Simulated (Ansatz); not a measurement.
**NaI: pressure against volume**

Aim: scale the cell of NaI up and down at fixed shape and fractional positions, and get the equilibrium volume and bulk modulus with LAPW, PAW and all-electron datasets made for the crystal.

Computed with Ansatz 0.2.0 (DFT LDA, scalar-relativistic, unless a step's input says otherwise).

### 1 The system as given

Symmetry: Fm-3m, No. 225, cubic system. The conventional cell has a = 6.473 Å, b = 6.473 Å, c = 6.473 Å, α = 90.00°, β = 90.00°, γ = 90.00°. Na (site symmetry m-3m) is surrounded by 6 I at 3.24 Å. Around I (site symmetry m-3m) lie 6 Na at 3.24 Å.

Structure file:

```cif
data_structure
_symmetry_space_group_name_H-M 'Fm-3m'
_symmetry_Int_Tables_number 225
_cell_length_a 6.4728
_cell_length_b 6.4728
_cell_length_c 6.4728
_cell_angle_alpha 90.000
_cell_angle_beta 90.000
_cell_angle_gamma 90.000
_cell_volume 271.19
loop_
_atom_site_label
_atom_site_type_symbol
_atom_site_symmetry_multiplicity
_atom_site_Wyckoff_symbol
_atom_site_fract_x
_atom_site_fract_y
_atom_site_fract_z
_atom_site_occupancy
Na1 Na 4 a 0.00000 0.00000 0.00000 1
I1 I 4 b 0.50000 0.00000 0.00000 1
```

The file gives the conventional cell by its symmetry; the runs use the cell typed in the input.

Atoms are numbered in the order of the input: Na1, I2.

### 2 Volume × 0.94, LAPW

The input, input.yaml:

```yaml
crystal:
  lattice:
    - [0.0, 3.1703324822, 3.1703324822]
    - [3.1703324822, 0.0, 3.1703324822]
    - [3.1703324822, 3.1703324822, 0.0]
  atoms:
    - { symbol: Na, position: [0.0, 0.0, 0.0] }
    - { symbol: I, position: [0.5, 0.5, 0.5] }
kpoints:
  mp_grid: { grid: [8, 8, 8] }
  band_path:
    path:
      - [0.0, 0.0, 0.0]
      - [0.5, 0.0, 0.5]
      - [0.625, 0.25, 0.625]
      - [0.375, 0.375, 0.75]
      - [0.0, 0.0, 0.0]
      - [0.5, 0.5, 0.5]
      - [0.5, 0.25, 0.75]
      - [0.5, 0.0, 0.5]
    npoints: 5
scf:
  occupations: { method: fermi_dirac, width: 0.02 }
hamiltonian:
  xc: lda
  pseudopotentials: { kind: all_electron, lapw: { basis_error: 0.001 } }
output:
  forces: true
  stress: true
  eigenvalues: true
```

Command:

```bash
$ ansatz run input.yaml --threads 1 --pin off --max-ram 3072MiB --backend cpu --events-out ev --progress --plain --runs-dir out
```

### 3 Volume × 0.94, PAW

The input, input.yaml:

```yaml
crystal:
  lattice:
    - [0.0, 3.1703324822, 3.1703324822]
    - [3.1703324822, 0.0, 3.1703324822]
    - [3.1703324822, 3.1703324822, 0.0]
  atoms:
    - { symbol: Na, position: [0.0, 0.0, 0.0] }
    - { symbol: I, position: [0.5, 0.5, 0.5] }
kpoints:
  mp_grid: { grid: [8, 8, 8] }
scf:
  occupations: { method: fermi_dirac, width: 0.02 }
hamiltonian:
  xc: lda
  pseudopotentials: { kind: paw }
output:
  forces: true
  stress: true
  eigenvalues: true
  efg: { contact_densities: true }
```

### 4 Volume × 0.94, crystal datasets

Changes to input.yaml since step 3:

```diff
@@ -14,3 +14,3 @@
   xc: lda
-  pseudopotentials: { kind: paw }
+  pseudopotentials: { kind: all_electron, datasets: crystal }
 output:
```

### 5 Volume × 0.98, LAPW

The input, input.yaml:

```yaml
crystal:
  lattice:
    - [0.0, 3.2146785402, 3.2146785402]
    - [3.2146785402, 0.0, 3.2146785402]
    - [3.2146785402, 3.2146785402, 0.0]
  atoms:
    - { symbol: Na, position: [0.0, 0.0, 0.0] }
    - { symbol: I, position: [0.5, 0.5, 0.5] }
kpoints:
  mp_grid: { grid: [8, 8, 8] }
  band_path:
    path:
      - [0.0, 0.0, 0.0]
      - [0.5, 0.0, 0.5]
      - [0.625, 0.25, 0.625]
      - [0.375, 0.375, 0.75]
      - [0.0, 0.0, 0.0]
      - [0.5, 0.5, 0.5]
      - [0.5, 0.25, 0.75]
      - [0.5, 0.0, 0.5]
    npoints: 5
scf:
  occupations: { method: fermi_dirac, width: 0.02 }
hamiltonian:
  xc: lda
  pseudopotentials: { kind: all_electron, lapw: { basis_error: 0.001 } }
output:
  forces: true
  stress: true
  eigenvalues: true
```

### 6 Volume × 0.98, PAW

The input, input.yaml:

```yaml
crystal:
  lattice:
    - [0.0, 3.2146785402, 3.2146785402]
    - [3.2146785402, 0.0, 3.2146785402]
    - [3.2146785402, 3.2146785402, 0.0]
  atoms:
    - { symbol: Na, position: [0.0, 0.0, 0.0] }
    - { symbol: I, position: [0.5, 0.5, 0.5] }
kpoints:
  mp_grid: { grid: [8, 8, 8] }
scf:
  occupations: { method: fermi_dirac, width: 0.02 }
hamiltonian:
  xc: lda
  pseudopotentials: { kind: paw }
output:
  forces: true
  stress: true
  eigenvalues: true
  efg: { contact_densities: true }
```

### 7 Volume × 0.98, crystal datasets

Changes to input.yaml since step 6:

```diff
@@ -14,3 +14,3 @@
   xc: lda
-  pseudopotentials: { kind: paw }
+  pseudopotentials: { kind: all_electron, datasets: crystal }
 output:
```

### 8 Volume × 1.01, LAPW

The input, input.yaml:

```yaml
crystal:
  lattice:
    - [0.0, 3.2471522385, 3.2471522385]
    - [3.2471522385, 0.0, 3.2471522385]
    - [3.2471522385, 3.2471522385, 0.0]
  atoms:
    - { symbol: Na, position: [0.0, 0.0, 0.0] }
    - { symbol: I, position: [0.5, 0.5, 0.5] }
kpoints:
  mp_grid: { grid: [8, 8, 8] }
  band_path:
    path:
      - [0.0, 0.0, 0.0]
      - [0.5, 0.0, 0.5]
      - [0.625, 0.25, 0.625]
      - [0.375, 0.375, 0.75]
      - [0.0, 0.0, 0.0]
      - [0.5, 0.5, 0.5]
      - [0.5, 0.25, 0.75]
      - [0.5, 0.0, 0.5]
    npoints: 5
scf:
  occupations: { method: fermi_dirac, width: 0.02 }
hamiltonian:
  xc: lda
  pseudopotentials: { kind: all_electron, lapw: { basis_error: 0.001 } }
output:
  forces: true
  stress: true
  eigenvalues: true
```

### 9 Volume × 1.01, PAW

The input, input.yaml:

```yaml
crystal:
  lattice:
    - [0.0, 3.2471522385, 3.2471522385]
    - [3.2471522385, 0.0, 3.2471522385]
    - [3.2471522385, 3.2471522385, 0.0]
  atoms:
    - { symbol: Na, position: [0.0, 0.0, 0.0] }
    - { symbol: I, position: [0.5, 0.5, 0.5] }
kpoints:
  mp_grid: { grid: [8, 8, 8] }
scf:
  occupations: { method: fermi_dirac, width: 0.02 }
hamiltonian:
  xc: lda
  pseudopotentials: { kind: paw }
output:
  forces: true
  stress: true
  eigenvalues: true
  efg: { contact_densities: true }
```

### 10 Volume × 1.01, crystal datasets

Changes to input.yaml since step 9:

```diff
@@ -14,3 +14,3 @@
   xc: lda
-  pseudopotentials: { kind: paw }
+  pseudopotentials: { kind: all_electron, datasets: crystal }
 output:
```

### 11 Volume × 1.04, LAPW

The input, input.yaml:

```yaml
crystal:
  lattice:
    - [0.0, 3.2789890945, 3.2789890945]
    - [3.2789890945, 0.0, 3.2789890945]
    - [3.2789890945, 3.2789890945, 0.0]
  atoms:
    - { symbol: Na, position: [0.0, 0.0, 0.0] }
    - { symbol: I, position: [0.5, 0.5, 0.5] }
kpoints:
  mp_grid: { grid: [8, 8, 8] }
  band_path:
    path:
      - [0.0, 0.0, 0.0]
      - [0.5, 0.0, 0.5]
      - [0.625, 0.25, 0.625]
      - [0.375, 0.375, 0.75]
      - [0.0, 0.0, 0.0]
      - [0.5, 0.5, 0.5]
      - [0.5, 0.25, 0.75]
      - [0.5, 0.0, 0.5]
    npoints: 5
scf:
  occupations: { method: fermi_dirac, width: 0.02 }
hamiltonian:
  xc: lda
  pseudopotentials: { kind: all_electron, lapw: { basis_error: 0.001 } }
output:
  forces: true
  stress: true
  eigenvalues: true
```

### 12 Volume × 1.04, PAW

The input, input.yaml:

```yaml
crystal:
  lattice:
    - [0.0, 3.2789890945, 3.2789890945]
    - [3.2789890945, 0.0, 3.2789890945]
    - [3.2789890945, 3.2789890945, 0.0]
  atoms:
    - { symbol: Na, position: [0.0, 0.0, 0.0] }
    - { symbol: I, position: [0.5, 0.5, 0.5] }
kpoints:
  mp_grid: { grid: [8, 8, 8] }
scf:
  occupations: { method: fermi_dirac, width: 0.02 }
hamiltonian:
  xc: lda
  pseudopotentials: { kind: paw }
output:
  forces: true
  stress: true
  eigenvalues: true
  efg: { contact_densities: true }
  write_density: true
  write_potential: true
  elf: true
  volumetric_format: npy
```

### 13 Volume × 1.04, crystal datasets

Changes to input.yaml since step 12:

```diff
@@ -14,3 +14,3 @@
   xc: lda
-  pseudopotentials: { kind: paw }
+  pseudopotentials: { kind: all_electron, datasets: crystal }
 output:
@@ -20,5 +20 @@
   efg: { contact_densities: true }
-  write_density: true
-  write_potential: true
-  elf: true
-  volumetric_format: npy
```

(Steps that only read results are left out.)

**Question.** What will these runs give?

As calculated:

| quantity | value |
| --- | --- |
| pressure at 31.87 Å³/atom (LAPW) | -0.72 GPa |
| pressure at 35.25 Å³/atom (LAPW) | -2.07 GPa |

Over this range the mean stiffness −dP/dlnV is 13 GPa by LAPW; the pressure keeps one sign, so equilibrium lies outside the range. The gap goes from 3.50 eV at the smallest volume to 3.23 eV at the largest. No thermal or zero-point expansion is included. Spin-orbit coupling is left out, though the cell holds I; in elements this heavy it can shift bands and gaps by tenths of an eV.

The gaps are Kohn-Sham values of a semilocal functional, not quasiparticle or optical gaps. Such gaps usually fall short of the measured ones; spin-orbit coupling, left out here, narrows gaps with I, so the two errors partly cancel.
